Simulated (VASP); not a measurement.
Wanted: the native input for a VASP 6.6.1 run.

| Quantity | Value |
| --- | --- |
| Task | single point |
| Functional | PBE |
| Potentials or basis | VASP PAW PBE potentials, release 64 (La) |
| Cutoff | 520 eV |
| k mesh | 14 × 14 × 14 |
| Occupations | gaussian, width 0.05 eV |
| Spin | no spin polarisation |
| Dipole correction | no |
| Further INCAR settings | ALGO = Normal; EDIFF = 1e-06; NBANDS = 12 |

The structure of La lies in POSCAR:

```
La
1.0
   -2.1081229217      2.1081229217      2.1081229217
    2.1081229217     -2.1081229217      2.1081229217
    2.1081229217      2.1081229217     -2.1081229217
La
1
Direct
    0.0000000000      0.0000000000      0.0000000000
```

The cell was built by a generator and needn't be a form met in nature.

One way to write it, as run:

INCAR

```
ALGO = Normal
EDIFF = 1E-6
ENCUT = 520
GGA = PE
ISIF = 2
ISMEAR = 0
LASPH = T
LCHARG = F
LREAL = F
LWAVE = F
NBANDS = 12
NELM = 60
PREC = Accurate
SIGMA = 0.05
```

KPOINTS

```
k-points
0
Gamma
  14 14 14
```

Potentials or basis: VASP PAW PBE potentials, release 64 (La).

Launch:

```bash
$ cat potpaw_PBE.64/La/POTCAR > POTCAR
$ mpirun -np 1 vasp_std > vasp.out
```

It gave:

```
Pressure               : 0.1 GPa
Band gap on the k mesh : none (metal or under the smearing width)
```

Run time: 71 s on 1 thread of Intel(R) Xeon(R) Platinum 8375C CPU @ 2.90GHz (Ice Lake) (shared host), peak memory 0.21 GiB.
